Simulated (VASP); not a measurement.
# Be (P6_3/mmc) in VASP: notebook

The runs below take Be through single point, with LDA.

Everything below comes from runs of VASP 6.6.1. Logs are shortened: lines on timing, memory, paths and dates and some standing lists are left out, and cuts for length are marked.

## Step 1: The crystal as given

The structure is hexagonal, space group P6_3/mmc (No. 194). Conventional cell: a = 2.285 Å, b = 2.285 Å, c = 3.584 Å, α = 90.00°, β = 90.00°, γ = 120.00°. Be (site symmetry -6m2) has 12 Be at 2.23 to 2.29 Å as nearest neighbours.

## Step 2: Single point, LDA

File INCAR:

```
  ADDGRID = F
  ALGO = Normal
  EDIFF = 1E-6
  ENCUT = 460
  GGA = CA
  ISIF = 2
  ISMEAR = 1
  LASPH = T
  LCHARG = F
  LREAL = F
  LWAVE = F
  NELM = 100
  PREC = Accurate
  SIGMA = 0.1
```

File KPOINTS:

```
k-points
0
Gamma
  6 6 4
```

File POSCAR:

```
Be
1.0
    2.2853000000      0.0000000000      0.0000000000
   -1.1426500000      1.9791278553      0.0000000000
    0.0000000000      0.0000000000      3.5842000000
Be
2
Direct
    0.6556040000      0.3139550000      0.7387090000
    0.3030700000      0.6820070000      0.2728280000
```

Potentials or basis: VASP PAW LDA potentials, release 64 (Be).

The run is started by

```
$ cat potpaw_LDA.64/Be/POTCAR > POTCAR
$ mpirun -np 1 vasp_std > vasp.out
```

OUTCAR:

```text
EDIFF = 1E-6
   ENCUT = 460
   GGA = CA
   ISIF = 2
   ISMEAR = 1
   LASPH = T
   LREAL = F
   NELM = 100
   PREC = Accurate

 Found     76 irreducible k-points:

 Following reciprocal coordinates:
            Coordinates               Weight
  0.000000  0.000000  0.000000      1.000000
  0.166667  0.000000  0.000000      2.000000
  0.000000  0.166667  0.000000      2.000000
 -0.166667  0.166667  0.000000      2.000000
  0.333333  0.000000  0.000000      2.000000
  0.000000  0.333333  0.000000      2.000000
   k-points           NKPTS =     76   k-points in BZ     NKDIM =     76   number of bands    NBANDS=      6
   number of dos      NEDOS =    301   number of ions     NIONS =      2
   total plane-waves  NPLWV =   7168
   dimension x,y,z NGX =    16 NGY =   16 NGZ =   28
   dimension x,y,z NGXF=    32 NGYF=   32 NGZF=   56
   ions per type =               2
   NGX,Y,Z   is equivalent  to a cutoff of  11.64, 11.64, 12.99 a.u.
   NGXF,Y,Z  is equivalent  to a cutoff of  23.28, 23.28, 25.97 a.u.
 SYSTEM =  unknown system
   PREC   = accura    normal or accurate (medium, high low for compatibility)
   ISTART =      0    job   : 0-new  1-cont  2-samecut
   ICHARG =      2    charge: 1-file 2-atom 10-const
   ISPIN  =      1    spin polarized calculation?
   LNONCOLLINEAR =      F non collinear calculations
   LSORBIT =      F    spin-orbit coupling
   LASPH  =      T    aspherical Exc in radial PAW
   ENCUT  =  460.0 eV  33.81 Ry    5.81 a.u.   4.00  4.00  6.27*2*pi/ulx,y,z
   NELM   =    100;   NELMIN=  2; NELMDL= -5     # of ELM steps
   EDIFF  = 0.1E-05   stopping-criterion for ELM
[... 12 lines left out ...]
   EMIN   =  10.00;   EMAX   =-10.00  energy-range for DOS
   EFERMI =   0.00;   METHOD = LEGACY
   ISMEAR =     1;   SIGMA  =   0.10  broadening in eV -4-tet -1-fermi 0-gaus
   EFERMI_NEDOS =   21; number of points for ismear=-14 and -15
   IALGO  =     38    algorithm
[... 12 lines left out ...]
   LRPA    =     F    only Hartree local field effects (RPA)
 non-spin polarized calculation
 Methfessel and Paxton  Order N= 1 SIGMA  =   0.10
  energy-cutoff  :      460.00
  volume of cell :       16.21
 maximum number of plane-waves:       373
   NGX =  7   NGY =  7   NGZ = 13

 number of electron       4.0000000 magnetization

 Free energy of the ion-electron system (eV)
  ---------------------------------------------------
  ext. energy  EPLUGINS =         0.00000000
  ---------------------------------------------------
  free energy    TOTEN  =        -8.26219846 eV

  energy without entropy =       -8.26237633  energy(sigma->0) =       -8.26225775

 E-fermi :   6.0287     XC(G=0): -10.5312

 val. band max:        5.9450216551   @ k =  -0.3333   0.5000   0.0000
 cond. band min:       6.2712371467   @ k =  -0.3333   0.3333   0.0000
 fundamental gap:      0.3262154916
 Fermi energy:         6.0287055994

 k-point     1 :       0.0000    0.0000    0.0000
  band No.  band energies     occupation
      1      -4.5054      2.00000
      2       2.2958      2.00000
      3       7.6990     -0.00000
      4      21.5231      0.00000
      5      22.2672      0.00000
      6      24.1533      0.00000

 k-point     2 :       0.1667    0.0000    0.0000
  band No.  band energies     occupation
      1      -3.7313      2.00000
      2       3.3170      2.00000
      3       7.8623     -0.00000
      4      17.4308      0.00000
      5      19.2355      0.00000
      6      24.0647      0.00000

 k-point     3 :       0.0000    0.1667    0.0000
  band No.  band energies     occupation
      1      -3.7315      2.00000
      2       3.3186      2.00000
      3       7.8527     -0.00000
      4      17.4572      0.00000
      5      19.2367      0.00000
      6      24.1497      0.00000

 k-point     4 :      -0.1667    0.1667    0.0000
  band No.  band energies     occupation
      1      -3.7301      2.00000
      2       3.3083      2.00000
      3       7.9164     -0.00000
      4      17.3043      0.00000
      5      19.0513      0.00000
      6      24.2539      0.00000

 k-point     5 :       0.3333    0.0000    0.0000
  band No.  band energies     occupation
      1      -1.4129      2.00000
      2       6.3364     -0.00012
      3       6.9167     -0.00000
      4      12.8987      0.00000
      5      16.5532      0.00000
      6      18.4358      0.00000

 k-point     6 :       0.0000    0.3333    0.0000
  band No.  band energies     occupation
      1      -1.4116      2.00000
      2       6.3487     -0.00006
      3       6.8627     -0.00000
      4      13.0060      0.00000
      5      16.5417      0.00000
      6      18.3730      0.00000

 [... further k-points ...]
[... 5 lines left out ...]
  --------------------------------------------------------------------------------------
  -------------------------------------------------------------------------------------
  Total       -0.4443475     -0.2061366     -1.1887097      0.1491065      0.1071979     -0.1148082
  in kB      -43.9161302    -20.3730697   -117.4835525     14.7366195     10.5946699    -11.3468252
  external PRESSURE =     -60.5909175 kB  Pullay stress =       0.0000000 kB

 VOLUME and BASIS-vectors are now :
 -----------------------------------------------------------------------------
  energy-cutoff  :      460.00
  volume of cell :       16.21
      direct lattice vectors                 reciprocal lattice vectors
     2.285300000  0.000000000  0.000000000     0.437579311  0.252636533  0.000000000
    -1.142650000  1.979127855  0.000000000     0.000000000  0.505273066  0.000000000
     0.000000000  0.000000000  3.584200000     0.000000000  0.000000000  0.279002288

 POSITION                                       TOTAL-FORCE (eV/Angst)
 -----------------------------------------------------------------------------------
      1.13951      0.62136      2.64768        -0.273973      0.254126      0.860944
     -0.08669      1.34978      0.97787         0.273973     -0.254126     -0.860944
 -----------------------------------------------------------------------------------
    total drift:                                0.000000      0.000000      0.000000

  FREE ENERGIE OF THE ION-ELECTRON SYSTEM (eV)
  ---------------------------------------------------
  free  energy   TOTEN  =        -8.2621984610 eV

  energy  without entropy=       -8.2623763281  energy(sigma->0) =       -8.26225775
```

stdout:

```text
POSCAR found type information on POSCAR Be
 POSCAR found :  1 types and       2 ions
 scaLAPACK will be used
 LDA part: xc-table for (Slater(with rela. corr.)+CA(PZ))
 , standard interpolation
 POSCAR, INCAR and KPOINTS ok, starting setup
 FFT: planning ... GRIDC
 FFT: planning ... GRID_SOFT
 FFT: planning ... GRID
 WAVECAR not read
 entering main loop
```

Run time: 1.8 s. Hardware: 1 thread of AMD EPYC 9R45 (Zen 5), shared host; peak memory 0.08 GiB.

The run converged, but some of its settings lie outside the range that counts as converged, so its numbers aren't taken as properties of the crystal.

Results:

```
Free energy            : -8.2622 eV
Pressure               : -6.1 GPa
Largest force          : 0.939 eV/Å
Band gap on the k mesh : none (metal or under the smearing width)
```

Caveat: the k mesh is coarse (spacing up to 0.53 Å⁻¹), so the values aren't converged.

## Step 3: Single point, LDA

Edit INCAR of step 2 so:

```diff
@@ -13,2 +13,2 @@
   PREC = Accurate
-  SIGMA = 0.1
+  SIGMA = 0.05
```

KPOINTS is that of step 2.

File POSCAR:

```
Be
1.0
    2.2853000000      0.0000000000      0.0000000000
   -1.1426500000      1.9791278553      0.0000000000
    0.0000000000      0.0000000000      3.5842000000
Be
2
Direct
    0.6666666667      0.3333333333      0.7500000000
    0.3333333333      0.6666666667      0.2500000000
```

Potentials or basis: VASP PAW LDA potentials, release 64 (Be).

The run is started by

```
$ cat potpaw_LDA.64/Be/POTCAR > POTCAR
$ mpirun -np 1 vasp_std > vasp.out
```

OUTCAR:

```text
EDIFF = 1E-6
   ENCUT = 460
   GGA = CA
   ISIF = 2
   ISMEAR = 1
   LASPH = T
   LREAL = F
   NELM = 100
   PREC = Accurate

 Found     21 irreducible k-points:

 Following reciprocal coordinates:
            Coordinates               Weight
  0.000000  0.000000  0.000000      1.000000
  0.166667  0.000000  0.000000      6.000000
  0.333333  0.000000  0.000000      6.000000
  0.500000  0.000000  0.000000      3.000000
  0.166667  0.166667  0.000000      6.000000
  0.333333  0.166667  0.000000     12.000000
   k-points           NKPTS =     21   k-points in BZ     NKDIM =     21   number of bands    NBANDS=      6
   number of dos      NEDOS =    301   number of ions     NIONS =      2
   total plane-waves  NPLWV =   7168
   dimension x,y,z NGX =    16 NGY =   16 NGZ =   28
   dimension x,y,z NGXF=    32 NGYF=   32 NGZF=   56
   ions per type =               2
   NGX,Y,Z   is equivalent  to a cutoff of  11.64, 11.64, 12.99 a.u.
   NGXF,Y,Z  is equivalent  to a cutoff of  23.28, 23.28, 25.97 a.u.
 SYSTEM =  unknown system
   PREC   = accura    normal or accurate (medium, high low for compatibility)
   ISTART =      0    job   : 0-new  1-cont  2-samecut
   ICHARG =      2    charge: 1-file 2-atom 10-const
   ISPIN  =      1    spin polarized calculation?
   LNONCOLLINEAR =      F non collinear calculations
   LSORBIT =      F    spin-orbit coupling
   LASPH  =      T    aspherical Exc in radial PAW
   ENCUT  =  460.0 eV  33.81 Ry    5.81 a.u.   4.00  4.00  6.27*2*pi/ulx,y,z
   NELM   =    100;   NELMIN=  2; NELMDL= -5     # of ELM steps
   EDIFF  = 0.1E-05   stopping-criterion for ELM
[... 12 lines left out ...]
   EMIN   =  10.00;   EMAX   =-10.00  energy-range for DOS
   EFERMI =   0.00;   METHOD = LEGACY
   ISMEAR =     1;   SIGMA  =   0.05  broadening in eV -4-tet -1-fermi 0-gaus
   EFERMI_NEDOS =   21; number of points for ismear=-14 and -15
   IALGO  =     38    algorithm
[... 12 lines left out ...]
   LRPA    =     F    only Hartree local field effects (RPA)
 non-spin polarized calculation
 Methfessel and Paxton  Order N= 1 SIGMA  =   0.05
  energy-cutoff  :      460.00
  volume of cell :       16.21
 maximum number of plane-waves:       373
 NGX is ok and might be reduce to    16
   NGX =  7   NGY =  7   NGZ = 13

 number of electron       4.0000000 magnetization

 Free energy of the ion-electron system (eV)
  ---------------------------------------------------
  ext. energy  EPLUGINS =         0.00000000
  ---------------------------------------------------
  free energy    TOTEN  =        -8.33426292 eV

  energy without entropy =       -8.33450449  energy(sigma->0) =       -8.33434344

 E-fermi :   5.7996     XC(G=0): -10.5390

 val. band max:        5.7574998338   @ k =   0.3333   0.1667   0.0000
 cond. band min:       6.2935584155   @ k =   0.3333   0.0000   0.0000
 fundamental gap:      0.5360585817
 Fermi energy:         5.7995939446

 k-point     1 :       0.0000    0.0000    0.0000
  band No.  band energies     occupation
      1      -4.4942      2.00000
      2       2.2593      2.00000
      3       7.7849      0.00000
      4      21.9221      0.00000
      5      21.9221      0.00000
      6      24.7249      0.00000

 k-point     2 :       0.1667    0.0000    0.0000
  band No.  band energies     occupation
      1      -3.7169      2.00000
      2       3.2800      2.00000
      3       7.9517      0.00000
      4      17.4648      0.00000
      5      19.2086      0.00000
      6      24.3919      0.00000

 k-point     3 :       0.3333    0.0000    0.0000
  band No.  band energies     occupation
      1      -1.3914      2.00000
      2       6.2936     -0.00000
      3       7.0427      0.00000
      4      12.7968      0.00000
      5      16.5462      0.00000
      6      18.4939      0.00000

 k-point     4 :       0.5000    0.0000    0.0000
  band No.  band energies     occupation
      1       1.6722      2.00000
      2       3.5051      2.00000
      3      10.0966      0.00000
      4      13.0030      0.00000
      5      13.2067      0.00000
      6      15.6055      0.00000

 k-point     5 :       0.1667    0.1667    0.0000
  band No.  band energies     occupation
      1      -2.1556      2.00000
      2       5.3020      2.00000
      3       8.0774      0.00000
      4      13.2509      0.00000
      5      15.5403      0.00000
      6      21.3647      0.00000

 k-point     6 :       0.3333    0.1667    0.0000
  band No.  band energies     occupation
      1       0.9298      2.00000
      2       5.7575      2.00000
      3       9.1712      0.00000
      4      10.3670      0.00000
      5      13.5252      0.00000
      6      15.5421      0.00000

 [... further k-points ...]
[... 5 lines left out ...]
  --------------------------------------------------------------------------------------
  -------------------------------------------------------------------------------------
  Total       -0.3764491     -0.3764491     -1.5329241      0.0000000      0.0000000      0.0000000
  in kB      -37.2055354    -37.2055354   -151.5032377      0.0000000      0.0000000      0.0000000
  external PRESSURE =     -75.3047695 kB  Pullay stress =       0.0000000 kB

 VOLUME and BASIS-vectors are now :
 -----------------------------------------------------------------------------
  energy-cutoff  :      460.00
  volume of cell :       16.21
      direct lattice vectors                 reciprocal lattice vectors
     2.285300000  0.000000000  0.000000000     0.437579311  0.252636533  0.000000000
    -1.142650000  1.979127855  0.000000000     0.000000000  0.505273066  0.000000000
     0.000000000  0.000000000  3.584200000     0.000000000  0.000000000  0.279002288

 POSITION                                       TOTAL-FORCE (eV/Angst)
 -----------------------------------------------------------------------------------
      1.14265      0.65971      2.68815        -0.000000     -0.000000      0.000000
     -0.00000      1.31942      0.89605         0.000000      0.000000      0.000000
 -----------------------------------------------------------------------------------
    total drift:                                0.000000     -0.000000      0.000000

  FREE ENERGIE OF THE ION-ELECTRON SYSTEM (eV)
  ---------------------------------------------------
  free  energy   TOTEN  =        -8.3342629152 eV

  energy  without entropy=       -8.3345044946  energy(sigma->0) =       -8.33434344
```

OSZICAR:

```text
N       E                     dE             d eps       ncg     rms          rms(c)
DAV:   1    -0.546133059730E+01   -0.54613E+01   -0.15649E+03   258   0.491E+02
DAV:   2    -0.836980279283E+01   -0.29085E+01   -0.28157E+01   396   0.391E+01
DAV:   3    -0.838010520408E+01   -0.10302E-01   -0.10302E-01   300   0.269E+00
DAV:   4    -0.838010759429E+01   -0.23902E-05   -0.23900E-05   372   0.454E-02
DAV:   5    -0.838010759460E+01   -0.31297E-09   -0.54488E-09   294   0.403E-04    0.121E+00
DAV:   6    -0.834900341126E+01    0.31104E-01   -0.21965E-03   288   0.417E-01    0.733E-01
DAV:   7    -0.833427380226E+01    0.14730E-01   -0.38928E-03   282   0.537E-01    0.172E-02
DAV:   8    -0.833426389276E+01    0.99095E-05   -0.10369E-05   354   0.361E-02    0.506E-03
DAV:   9    -0.833426291516E+01    0.97759E-06   -0.48199E-07   204   0.788E-03
   1 F= -.83342629E+01 E0= -.83343434E+01  d E =0.241579E-03
```

It took 0.8 s on 1 thread of AMD EPYC 9R45 (Zen 5), shared host; peak memory 0.07 GiB.

These settings aren't checked as converged: the numbers below hold their error.

What came out:

| Quantity | Value |
| --- | --- |
| Free energy | -8.3343 eV |
| Pressure | -7.5 GPa |
| Band gap on the k mesh | none (metal or under the smearing width) |

Caveat: the k mesh is coarse (spacing up to 0.53 Å⁻¹), so the values aren't converged.

## Step 4: Single point, LDA

INCAR is that of step 3.

KPOINTS is that of step 3.

File POSCAR:

```
Be
1.0
    2.2853000000      0.0000000000      0.0000000000
   -1.1426500000      1.9791278553      0.0000000000
    0.0000000000      0.0000000000      3.5842000000
Be
2
Direct
    0.6556040000      0.3139550000      0.7387090000
    0.3030700000      0.6820070000      0.2728280000
```

The run is started by

```
$ cat potpaw_LDA.64/Be/POTCAR > POTCAR
$ mpirun -np 1 vasp_std > vasp.out
```

Wall time 1.9 s (1 thread of AMD EPYC 9R45 (Zen 5), shared host); peak memory 0.08 GiB.

These settings aren't checked as converged: the numbers below hold their error.

What came out:

```yaml
Free_energy: -8.2623 eV
Pressure: -6.1 GPa
Largest_force: 0.939 eV/Å
Band_gap_on_the_k_mesh: none (metal or under the smearing width)
```

Caveat: the k mesh is coarse (spacing up to 0.53 Å⁻¹), so the values aren't converged.
